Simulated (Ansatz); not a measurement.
## Sb in Ansatz: convergence with basis error

Input of the first run (basis error 0.03 eV/atom); the others differ in this setting and in those tied to it:

The input input.yaml:

```yaml
crystal:
  lattice:
    - [2.1542, 1.2437279499, 3.758]
    - [-2.1542, 1.2437279499, 3.758]
    - [0.0, -2.4874558998, 3.758]
  atoms:
    - { symbol: Sb, position: [0.767643, 0.755074, 0.764791] }
    - { symbol: Sb, position: [0.250038, 0.227441, 0.222317] }
kpoints:
  mp_grid: { grid: [5, 5, 5] }
scf:
  occupations: { method: fermi_dirac, width: 0.05 }
hamiltonian:
  xc: lda
  pseudopotentials: { kind: all_electron, lapw: { basis_error: 0.03 } }
output:
  forces: true
  stress: true
  eigenvalues: true
```

Potentials or basis: all-electron LAPW, scalar-relativistic.

Launch:

```sh
$ ansatz run input.yaml --threads 1 --pin off --max-ram 3072MiB --backend cpu --events-out ev --progress --plain --runs-dir out
```

The cell isn't the ideal one: atoms moved at random, drawn with an rms of 0.05 Å.

Hardware: 1 thread of Arm Neoverse V2, with other jobs on the host.

Q: The values tried are 0.03 eV/atom, 0.01 eV/atom, 0.003 eV/atom, 0.001 eV/atom, 0.0003 eV/atom, 0.0001 eV/atom, loosest first. From which on does the energy stay within 1 meV/atom of the tightest run that finished?

A: From 0.003 eV/atom on.

```csv
basis error,"energy less the tightest run, at zero smearing (meV/atom)",pressure (GPa),SCF cycles,CPU time (s),peak memory (GiB)
0.03 eV/atom,10.44,-1.62,6,6.7,0.25
0.01 eV/atom,3.20,-1.70,6,7.9,0.27
0.003 eV/atom,0.91,-1.72,6,9.5,0.31
0.001 eV/atom,0.28,-1.73,6,12,0.35
0.0003 eV/atom,0.06,-1.73,6,14,0.4
0.0001 eV/atom,0.00,-1.73,6,19,0.46
```

Against the tightest run, the pressure stays within 0.1 GPa from 0.01 eV/atom on. The tightest run that finished is the yardstick and may itself not be fully converged.

Caveat, for the tightest run too: spin-orbit coupling is left out, which moves the levels of the heavy elements; an odd mesh through Γ misses points on the zone boundary, where band edges often lie.
